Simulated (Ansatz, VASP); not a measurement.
Two plane-wave programs on BN

Contents of INCAR:

```
  PREC = Accurate
  ENCUT = 520
  EDIFF = 1E-6
  ISMEAR = 0
  SIGMA = 0.05
  LREAL = F
  LASPH = T
  NELM = 60
  ALGO = Normal
  ISIF = 2
  LWAVE = F
  LCHARG = F
  GGA = PS
  NBANDS = 11
```

The input KPOINTS:

```
regular mesh
0
Gamma
  12 12 12
```

The input POSCAR:

```
BN
1.0
    0.0000000000      3.4953158300      2.1660912400
    1.2516321000      0.0000000000      2.1660912400
    1.2516321000      3.4953158300      0.0000000000
B N
1 1
Direct
    0.0000486500      0.0000486500      0.9999513500
    0.6666513400      0.6666513400      0.3333486600
```

Input for Ansatz:

```yaml
crystal:
  lattice:
    - [0.0, 3.49531583, 2.16609124]
    - [1.2516321, 0.0, 2.16609124]
    - [1.2516321, 3.49531583, 0.0]
  atoms:
    - { symbol: B, position: [4.865e-05, 4.865e-05, 0.99995135] }
    - { symbol: "N", position: [0.66665134, 0.66665134, 0.33334866] }
basis:
  ecutwfc: 420
kpoints:
  mp_grid: { grid: [12, 12, 12] }
hamiltonian:
  xc: pbesol
scf:
  occupations: { method: gaussian, width: 0.05 }
output:
  forces: true
  stress: true
  eigenvalues: true
  write_density: true
  write_potential: true
  elf: true
  volumetric_format: npy
```

Measurements of this composition are mostly on another form, of space group No. 194.

Alike in both runs: task single point; functional PBEsol; k mesh 12 × 12 × 12; occupations gaussian, width 0.05 eV; no spin polarisation.

|  | VASP | Ansatz |
| --- | --- | --- |
| version | VASP 6.6.1 | Ansatz 0.2.0 |
| potentials or method | VASP PAW PBE potentials, release 64 (B, N) | scalar-relativistic, plane waves, PAW |
| plane-wave cutoff (eV) | 520 | 420 |
| valence electrons in the cell | 8 | 8 |

```tsv
	VASP	Ansatz	Ansatz less VASP
gap on the k mesh at the Fermi level (eV)	3.74	3.75	+0.010
least direct gap on the mesh (eV)	4.49	4.50	+0.007
pressure (GPa)	0.9	0.6	-0.29
largest component of the traceless stress (GPa)	0.78	0.35	-0.430
rms of the force components (eV/Å)	0.006	0.006	-0.0001
```

Atom by atom the forces differ by 0.000 eV/Å (rms over components). With one functional, cell and mesh, what is left measures potentials, basis and numerics.

Caveats: the PAW data sets were made with another functional, which shifts forces and pressure a little (VASP). A k mesh can miss the band edges.
